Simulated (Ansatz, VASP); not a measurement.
## TiB2 in VASP and in Ansatz

```
Ti B
1.0
     3.02920    0.00000    0.00000
    -1.51460    2.62336    0.00000
     0.00000    0.00000    3.22840
Ti B
1 2
Cartesian
  0.0000 0.0000 0.0000
  1.5146 0.8745 1.6142
  0.0000 1.7489 1.6142
```

Alike in both runs: functional PBE; k mesh 10 × 10 × 8; occupations gaussian, width 0.02 eV; no spin polarisation.

|  | VASP | Ansatz |
| --- | --- | --- |
| version | VASP 6.6.1 | Ansatz 0.2.0 |
| potentials or method | VASP PAW PBE potentials, release 64 (Ti_sv, B) | Ansatz PAW |
| plane-wave cutoff (eV) | 520 | 420 |
| valence electrons in the cell | 18 | 18 |
| task | electric field gradients | single point |

Ansatz gave:

```
gap on the k mesh at the Fermi level (eV) : none
pressure (GPa)                            : 0.3
```

Q: Estimate VASP's values.

A: gap on the k mesh at the Fermi level (eV): none; pressure (GPa): 0.5.

A gap of «none» marks a metal or a gap that the smearing closes.
